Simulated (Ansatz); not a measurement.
Below is a relaxed structure of Ge3S4. The cell was found from a structure generator's guess, not taken from experiment.

The calculation used DFT PBE+D3(BJ), scalar-relativistic, plane waves, PAW in Ansatz 0.2.0. Cutoff 420 eV, Γ-centred mesh, Gaussian smearing, no spin polarisation.

```yaml
crystal:
  lattice:
    - [3.58297, 0.00000, 0.00000]
    - [-1.79148, 3.10294, 0.00000]
    - [0.00000, 0.00000, 14.25161]
  atoms:
    - { symbol: Ge, position: [0.66667, 0.33333, 0.22405] }
    - { symbol: Ge, position: [0.00000, 0.00000, 0.50000] }
    - { symbol: Ge, position: [0.33333, 0.66667, 0.77595] }
    - { symbol: S, position: [0.33333, 0.66667, 0.91997] }
    - { symbol: S, position: [0.66667, 0.33333, 0.08003] }
    - { symbol: S, position: [0.00000, 0.00000, 0.31609] }
    - { symbol: S, position: [0.00000, 0.00000, 0.68391] }
```

Energies over the elements count from the elements' standard structures at the same level, with no fitted energy shifts.

Question: Find its symmetry and describe it.

Answer: P-3m1 (No. 164). Conventional cell: a = 3.583 Å, c = 14.252 Å. Around Ge on a site of symmetry 3m lie 1 S at 2.05 Å and 3 S at 2.45 Å; Ge on a site of symmetry -3m is surrounded by 2 S at 2.62 Å; around S on its first site lies 1 Ge at 2.05 Å; S on its second site has 3 Ge at 2.45 Å and 1 Ge at 2.62 Å.

Question: What is its formation energy per atom?

Answer: +0.20 eV/atom. It can't be a ground state, since the elements alone are lower.

Question: Is it a metal?

Answer: Yes, bands cross the Fermi level on the 12×12×4 mesh.

Question: From what recipe could a structure generator have reached it?

Answer: One such recipe: close-packed anion layers stacked ABCC, next cell at A, with sites between them filled layer by layer (P-3m1, No. 164). Other recipes can lead to the same cell.

The last run used a 12×12×4 mesh (in the run's order of axes) for its 7-atom cell and Gaussian smearing of 0.10 eV. Symmetry constrained the relaxation, so the result can be a saddle point.
